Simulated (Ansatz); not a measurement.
This Ansatz 0.2.0 run on HgTe (Coloradoite) needs a look.

Contents of input.yaml:

```yaml
crystal:
  lattice:
    - [0.0, 3.2145, 3.2145]
    - [3.2145, 0.0, 3.2145]
    - [3.2145, 3.2145, 0.0]
  atoms:
    - { symbol: Hg, position: [0.0, 0.0, 0.0] }
    - { symbol: Te, position: [0.75, 0.75, 0.75] }
hamiltonian:
  xc: lda
  pseudopotentials: { kind: paw }
  hubbard: { sites: [{ species: Te, l: f, u_eff: 30.0 }] }
kpoints:
  mp_grid: { grid: [4, 4, 4] }
  band_path:
    path:
      - [[0.0, 0.0, 0.0], [0.5, 0.0, 0.5], [0.5, 0.25, 0.75], [0.375, 0.375, 0.75], [0.0, 0.0, 0.0], [0.5, 0.5, 0.5], [0.625, 0.25, 0.625], [0.5, 0.25, 0.75], [0.5, 0.5, 0.5], [0.375, 0.375, 0.75]]
      - [[0.625, 0.25, 0.625], [0.5, 0.0, 0.5]]
    npoints: 14
scf:
  occupations: { method: fermi_dirac, width: 0.05 }
  n_extra_bands: 6
  max_iter: 60
output:
  forces: true
  stress: true
  eigenvalues: true
  fatbands: false
```

Potentials or basis: Ansatz PAW.

Run with:

```sh
$ ansatz run input.yaml --threads 2 --pin off --max-ram 5632MiB --backend cpu --events-out ev --progress --plain --runs-dir out
```

Output:

```text
Error: inconsistent input (hamiltonian.hubbard.sites[].l, hamiltonian.hubbard.sites[].shell): the file of Te doesn't list 4f, and it can't be added: PBE doesn't bind the shell 4f of the free atom, whose level lies at +1.11 eV. Type an atom or ion with it (hamiltonian.pseudopotentials.projection_atoms), take another file or name another shell
```

Problem. What happened, and what is wrong with the input?

Solution. The input was rejected before any iteration. The input holds a flaw that was put in on purpose: a U on a shell that isn't there (hamiltonian.hubbard = {"sites": [{"species": "Te", "l": "f", "u_eff": 30.0}]}).
